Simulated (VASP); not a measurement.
Wanted: the native input for a VASP 6.6.1 run.

```
Task                   : single point
Functional             : PBEsol
Potentials or basis    : VASP PAW PBE potentials, release 54 (Pt, Te)
Cutoff                 : 520 eV
k mesh                 : 7 × 7 × 5
Occupations            : gaussian, width 0.02 eV
Spin                   : no spin polarisation
Further INCAR settings : ALGO = Normal; EDIFF = 1e-06; NBANDS = 24
```

The structure of TePt lies in POSCAR:

```
TePt
4.2629
    0.999995270450      0.000000000000      0.000000000000
   -0.499997635225      0.866021307866      0.000000000000
    0.000000000000      0.000000000000      1.328150085622
Pt Te
2 2
Direct
    0.0000000000      0.0000000000      0.0000000000
    0.0000000000      0.0000000000      0.5000000000
    0.3333333333      0.6666666667      0.2500000000
    0.6666666667      0.3333333333      0.7500000000
```

Measurements of this composition are mostly on another form, of space group No. 166.

The input as run:

INCAR

```
SYSTEM = TePt
ALGO = Normal ; EDIFF = 1E-6
ENCUT = 520 ; GGA = PS
ISIF = 2 ; ISMEAR = 0
LASPH = .TRUE. ; LCHARG = .FALSE.
LREAL = .FALSE. ; LWAVE = .FALSE.
NBANDS = 24 ; NELM = 60
PREC = Accurate ; SIGMA = 0.02
```

KPOINTS

```
k-points
0
G
  7 7 5
  0 0 0
```

Potentials or basis: VASP PAW PBE potentials, release 54 (Pt, Te).

Command:

```bash
$ cat potpaw_PBE.54/Pt/POTCAR potpaw_PBE.54/Te/POTCAR > POTCAR
$ mpirun -np 1 vasp_std > vasp.out
```

It gave:

```
Pressure               : -5.1 GPa
Band gap on the k mesh : none (metal or under the smearing width)
```

Caveat: the PAW data sets were made with another functional, which shifts forces and pressure a little.

Run time: 47 s on 1 thread of AMD EPYC 7R13 Processor (Zen 3), with other jobs on the host, peak memory 0.19 GiB.
